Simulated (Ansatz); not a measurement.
# Pb (Fm-3m) in Ansatz: a series of runs

One crystal, Pb, is run at these levels: PBE exchange only, RPBE+D3(BJ)+ATM; tasks: projected density of states, band structure.

Everything below comes from runs of Ansatz 0.2.0. Logs are shortened: lines on timing, memory, paths and dates and some standing lists are left out, and cuts for length are marked.

## (1) The undisturbed crystal

It takes space group Fm-3m (No. 225, cubic). The conventional cell has a = 4.950 Å, b = 4.950 Å, c = 4.950 Å, α = 90.00°, β = 90.00°, γ = 90.00°. Pb (site symmetry m-3m) is surrounded by 12 Pb at 3.50 Å.

## (2) Projected density of states, PBE exchange only (volume scaled by 0.92)

The input, input.yaml:

```yaml
crystal:
  lattice:
    - [0.0, 2.4071767967, 2.4071767967]
    - [2.4071767967, 0.0, 2.4071767967]
    - [2.4071767967, 2.4071767967, 0.0]
  atoms:
    - { symbol: Pb, position: [0.0, 0.0, 0.0] }
kpoints:
  mp_grid: { grid: [9, 9, 9] }
  band_path:
    path:
      - [0.0, 0.0, 0.0]
      - [0.5, 0.0, 0.5]
      - [0.5, 0.25, 0.75]
      - [0.375, 0.375, 0.75]
      - [0.0, 0.0, 0.0]
      - [0.5, 0.5, 0.5]
      - [0.625, 0.25, 0.625]
      - [0.5, 0.25, 0.75]
    npoints: 10
scf:
  occupations: { method: gaussian, width: 0.05 }
hamiltonian:
  xc: { exchange: pbe, correlation: none }
  pseudopotentials: { kind: all_electron, datasets: crystal }
output:
  forces: true
  stress: true
  eigenvalues: true
  fatbands: true
  dos: { projected: true, de: 0.2, e_range: [-20, 8] }
```

Potentials or basis: all-electron PAW datasets made for the crystal.

Run with:

```sh
$ ansatz run input.yaml --threads 1 --pin off --max-ram 2560MiB --backend cpu --events-out ev --progress --plain --runs-dir out
```

What it wrote:

```text
Warning: RAYON_NUM_THREADS=1 ignored (pool sized by the plan → 1); use --threads N
hamiltonian.pseudopotentials.datasets: crystal makes datasets for this crystal and solves the spheres of its atoms anew in each pass: cutoff 260.0 eV, the density's 1040.0 eV; for an error of 0.50 meV an atom under PBE, 0.5 meV for the cell; an energy difference from a run of another recipe may be off by several times the error for the cell, under r2SCAN by more, where some 0.1 meV an atom stays at smaller errors; Pb in spheres of 1.376 Å, 14 of its electrons in bands
Engine: ansatz 0.2.0, x86_64-unknown-linux-gnu
Pseudopotentials: kind: all_electron
Pseudopotential: Pb, paw, valence charge 14, recommended cutoff 260 eV (normal), crystal/all_electron/pbe/scalar/gaussian/Pb, Koelling and Harmon's equation, gaussian nucleus
Functional definition: unnamed
  exchange = pbe_x
  correlation = 0
Crystal: 1 atoms, lattice volume = 27.897 Å³
Basis set: ecut = 260 eV, 283 PW (Γ), exchange–correlation on 36×36×36 points (8 copies of the dense FFT grid, shifted against one another)
Bands: 11, of which v1, the nominal top of the filled ones, is band 7 counted from 1 (6 counted from 0)
Symmetry: 48 space group operations
Space group: Fm-3m (ITA 225), of the structure as read, at distance tolerance 3.0e-5 Å
k-points: 35 of 729
Non-local potential: Pb, projectors of the file, l = 0: 1, l = 1: 1, l = 2: 2
PAW form: soft (Blöchl's): semilocal exchange-correlation on the pseudo side does not see the compensation charge
PAW one-centre angular grid: Pb, 590 points (default); XC on its mesh's 1809 points in the sphere
Initial density: superposition of atomic densities (neutral atoms: chi_scale 0, normalization atom)
Initial wavefunctions: pseudopotential atomic-orbital guess
Functional: x = pbe(κ = 0.804, μ = 0.2195149727645171), c = none
iter 1 solved again at ethr=5.64e-4 eV; its pass at ethr=1.00e-1 eV (dr2=7.89e-2 eV) is discarded
SCF iter   1: F=—  HF=-567928.772889 eV  |F-HF|=—  |Δ(HF+E_count)|=         —  Δρ=1.61e-2  dr2=7.54e-2  ethr=5.64e-4  ⟨swp⟩=4.0  Hψ=2265  notcnv=0
preconditioner: auto → none  [insulator: Δε(μ)=0.171 eV  Ē_g=20.020 eV  σ=0.050 eV  W_gap=0.54  n_scr=8 (ndim 8)  ℏωp=26.3 eV  f_vac=0.000  D(μ)=0.74/eV (n_scr^D=0)  ε∞_Penn≈2.7]
iter 2 solved again at ethr=3.90e-5 eV; its pass at ethr=5.38e-4 eV (dr2=5.46e-3 eV) is discarded
SCF iter   2: F=—  HF=-567928.732164 eV  |F-HF|=—  |Δ(HF+E_count)|=   4.07e-2  Δρ=4.34e-3  dr2=5.39e-3  ethr=3.90e-5  ⟨swp⟩=2.0  Hψ=1462  notcnv=0
SCF iter   3: F=—  HF=-567928.726104 eV  |F-HF|=—  |Δ(HF+E_count)|=   6.06e-3  Δρ=5.93e-4  dr2=1.18e-4  ethr=3.85e-5  ⟨swp⟩=3.0  Hψ=753  notcnv=0
SCF iter   4: F=—  HF=-567928.727354 eV  |F-HF|=—  |Δ(HF+E_count)|=   1.25e-3  Δρ=3.64e-4  dr2=1.88e-5  ethr=8.42e-7  ⟨swp⟩=3.0  Hψ=1101  notcnv=0
SCF iter   5: F=—  HF=-567928.727358 eV  |F-HF|=—  |Δ(HF+E_count)|=   4.28e-6  Δρ=1.11e-4  dr2=1.25e-6  ethr=1.34e-7  ⟨swp⟩=2.3  Hψ=645  notcnv=0
SCF iter   6: F=-567928.727360 eV  HF=-567928.727360 eV  |F-HF|=2.79e-9  |Δ(HF+E_count)|=   1.55e-6  Δρ=6.41e-6  dr2=9.32e-9  ethr=8.93e-9  ⟨swp⟩=3.0  Hψ=692  notcnv=0
SCF 1 converged in 6 iterations: F = -567928.727360 eV  dr2 = 9.32e-9
  Residual-converged pass: ⟨swp⟩=3.5  Hψ=887  notcnv=0  max |occ|·‖R‖ = 3.7e-6 eV (tolerance 3.7e-6 eV)  dr2=8.91e-9  dr2_onsite=1.46e-8  max |Δocc| = 1.6e-13
NSCF: frozen V_eff on 71 k-points
SCF converged after 6 iterations
Free energy (F): -567928.727360 eV
Harris-Foulkes:  -567928.727360 eV  (|F-HF|=2.79e-9)
Internal energy: -567928.726436 eV  (E = F + TS)
E sigma→0 (E₀):  -567928.726898 eV
Entropy (-TS):   -0.000924 eV (-0.924 meV/atom)
Past the cutoff: the bands carry plane waves up to 1.75 times it, of which those up to 1.5 times it add -0.000596 eV an atom, each by itself; the spheres take 0.000788 eV an atom off the energy for waves past 1.75 times it
By the cutoff:   a pressure is off by up to 0.009 GPa (1.2 times the spheres' own share and the shells' term, over an atom's volume, and 0.004 GPa: a bound that held against runs at twice the plane waves)
Past the cutoffs: a stress includes 0.0022 GPa for waves and charges beyond them, in addition to the slope of what the spheres take
In the spheres:  the bands' charges fall short by 3.4e-7 e at most (sound up to 1e-3)
Fermi energy:    18.772069 eV
--- Per-component energies (eV) ---
  E_band       = 74.559437
  E_kinetic    = 155.146207
  E_local      = -815.578527  (includes V_loc(G=0)·N_el)
  E_nonlocal   = 345.698732
  E_hartree    = 382.290036
  E_xc         = -71.686555
  E_vxc        = -85.034571  (∫ρ·V_xc dr)
  E_paw        = -569654.644104  (= ΣΔE_a)
  E_vpaw       = -3364.200992  (= ΣTr[D̂ρ^β])
  E_ewald      = -1343.897564
  E_smearing   = -0.000924  (= −TS)
  E_closure    = 3073.945338  (closes the sum)
  Σ components = -567928.727360   (vs F -567928.727360, Δ=0.00e0)
  The terms above E_closure are by the made datasets' own strengths, without shells solved beside the bands.
--- Forces (eV/Å), atoms counted from 1 ---
  atom   1  Pb    -0.00000000     0.00000000    -0.00000000
  max |Σ_I F_I| component: 1.34e-32 eV/Å
--- Stress (GPa, compression-positive) ---
       18.353994       0.000000      -0.000000
        0.000000      18.353994       0.000000
       -0.000000      -0.000000      18.353994
  P = ⅓ Tr σ = 18.3540 GPa (183.540 kbar)
--- Band table (eV; the first three rows and the last of 35) ---
  k-point 0: bands = ["1.8738", "1.8738", "1.8738", "2.0566", "2.0566", "6.5674", "26.8777", "26.8777", "26.8777"]
  k-point 1: bands = ["1.8719", "1.8949", "1.8949", "2.0561", "2.0561", "6.8254", "24.4269", "26.5817", "26.5817"]
  k-point 2: bands = ["1.8613", "1.9200", "1.9200", "2.0847", "2.0847", "7.6028", "20.7339", "25.9350", "25.9350"]
  k-point 34: bands = ["1.8767", "1.8963", "2.0010", "2.1222", "2.2596", "12.0945", "16.9893", "17.9781", "19.7877"]
```

Run time: 2.8 s. Hardware: 1 thread of AMD EPYC 9R45 (Zen 5), shared host; peak memory 0.36 GiB.

Results:

- Free energy: -567928.7274 eV
- Pressure: 18.4 GPa
- Band gap along the path: none (metal or under the smearing width)

Levels at the corners of the path, in eV from the Fermi level:
| point | band 5 | band 6 | band 7 | band 8 | band 9 | band 10 |
| --- | --- | --- | --- | --- | --- | --- |
| Γ | -16.72 | -12.20 | 8.11 | 8.11 | 8.11 | 10.19 |
| X | -16.50 | -6.54 | -3.41 | 2.25 | 2.25 | 6.13 |
| W | -16.50 | -6.44 | -1.34 | -1.34 | 0.47 | 11.83 |
| K | -16.55 | -6.65 | -2.32 | -1.14 | 3.27 | 7.18 |
| Γ | -16.72 | -12.20 | 8.11 | 8.11 | 8.11 | 10.19 |
| L | -16.54 | -8.13 | -4.39 | 6.09 | 6.09 | 9.73 |
| U | -16.55 | -6.65 | -2.32 | -1.14 | 3.27 | 7.18 |
| W | -16.50 | -6.44 | -1.34 | -1.34 | 0.47 | 11.83 |

States per cell in windows of 1 eV (zero at the Fermi level; states under -8 eV left out):
```
from (eV)  total  Pb1 p  Pb1 s  Pb1 d  Pb1 f
     -8.0   0.59   0.01   0.40   0.01   0.00
     -7.0   0.26   0.00   0.19   0.00   0.00
     -6.0   0.00   0.00   0.00   0.00   0.00
     -5.0   0.01   0.00   0.00   0.00   0.00
     -4.0   0.21   0.07   0.01   0.00   0.00
     -3.0   0.73   0.26   0.04   0.01   0.00
     -2.0   0.42   0.15   0.04   0.01   0.00
     -1.0   0.49   0.18   0.03   0.01   0.00
      0.0   0.48   0.18   0.03   0.02   0.00
      1.0   0.61   0.24   0.02   0.02   0.01
      2.0   0.74   0.31   0.02   0.03   0.01
      3.0   0.68   0.30   0.02   0.03   0.01
      4.0   0.62   0.29   0.01   0.02   0.01
      5.0   0.53   0.27   0.01   0.02   0.01
      6.0   0.37   0.18   0.01   0.02   0.00
      7.0   0.43   0.11   0.01   0.04   0.01
```

Caveat: the program warned that the printed levels may be off, so bands, gaps and densities of states are rough; spin-orbit coupling is left out, which moves the levels of the heavy elements.

## (3) Band structure, RPBE+D3(BJ)+ATM (cell strained at random at fixed volume)

The input, input.yaml:

```yaml
crystal:
  lattice:
    - [0.019717, 2.448994, 2.492881]
    - [2.506019, 0.005472, 2.507126]
    - [2.49177, 2.44899, 0.01972]
  atoms:
    - { symbol: Pb, position: [-0.073746, 0.056272, 0.050097] }
kpoints:
  mp_grid: { grid: [9, 9, 9] }
  band_path:
    path: [[0.5, 0.5, 0.5], [0.0, 0.0, 0.0], [-0.5, 0.0, 0.0]]
    npoints: 8
scf:
  occupations: { method: fermi_dirac, width: 0.05 }
hamiltonian:
  xc: rpbe
  dispersion: d3bjatm
  pseudopotentials:
    kind: all_electron
    lapw: { basis_error: 0.0005 }
    dirac_shells: { Pb: ["4p", "4d"] }
output:
  forces: true
  stress: true
  eigenvalues: true
```

Potentials or basis: all-electron LAPW, inner shells corrected to Dirac's equation.

Run with:

```sh
$ ansatz run input.yaml --threads 1 --pin off --max-ram 2560MiB --backend cpu --events-out ev --progress --plain --runs-dir out
```

Run time: 17 s. Hardware: 1 thread of AMD EPYC 9R45 (Zen 5), shared host; peak memory 0.6 GiB.

Results (log left out):

| Property | Result |
| --- | --- |
| Free energy | -569343.7166 eV |
| Pressure | -16.5 GPa |
| Band gap along the path | none (metal or under the smearing width) |

Stress tensor (GPa, compression positive):
```
-16.64  -0.09  -0.53
 -0.09 -16.16  -0.09
 -0.53  -0.09 -16.66
```

Levels at the corners of the path, in eV from the Fermi level:
| point | band 14 | band 15 | band 16 | band 17 | band 18 | band 19 | band 20 | band 21 |
| --- | --- | --- | --- | --- | --- | --- | --- | --- |
| X | -17.00 | -16.75 | -16.74 | -8.04 | -4.09 | 5.73 | 5.96 | 9.39 |
| Γ | -17.00 | -16.88 | -16.87 | -11.60 | 7.44 | 7.57 | 7.75 | 9.87 |
| Y | -16.99 | -16.74 | -16.74 | -7.91 | -4.06 | 5.49 | 5.82 | 9.32 |

Caveat: spin-orbit coupling is left out, which moves the levels of the heavy elements; pairwise dispersion overbinds metals, which lowers pressure and volume.

## (4) For comparison

An earlier run on the cell as given: functional PBE; potentials or basis all-electron LAPW, scalar-relativistic; cutoff 154 eV (chosen from the basis error); basis error allowed 0.001 eV/atom; k mesh 9 × 9 × 9; occupations fermi-dirac, width 0.05 eV; no spin polarisation.

- Pressure: 2.3 GPa
- Band gap on the k mesh: none (metal or under the smearing width)

## (5) Overview

```csv
task,level,potentials or basis,cell,cutoff (eV),smearing,basis error allowed,pressure (GPa)
projected density of states,PBE exchange only,all-electron PAW datasets made for the crystal,volume scaled by 0.92,260,gaussian 0.05 eV,-,18.4
band structure,RPBE+D3(BJ)+ATM,"all-electron LAPW, inner shells corrected to Dirac's equation",cell strained at random at fixed volume,169,fermi-dirac 0.05 eV,0.0005 eV/atom,-16.5
single point,PBE,"all-electron LAPW, scalar-relativistic",as given,154,fermi-dirac 0.05 eV,0.001 eV/atom,2.3
```

Alike in all rows: no spin polarisation; k mesh 9 × 9 × 9.

Caveats: spin-orbit coupling is left out, which moves the levels of the heavy elements (some runs); the program warned that the printed levels may be off, so bands, gaps and densities of states are rough (some runs); pairwise dispersion overbinds metals, which lowers pressure and volume (some runs).

Compare energies only between runs with the same functional and basis.
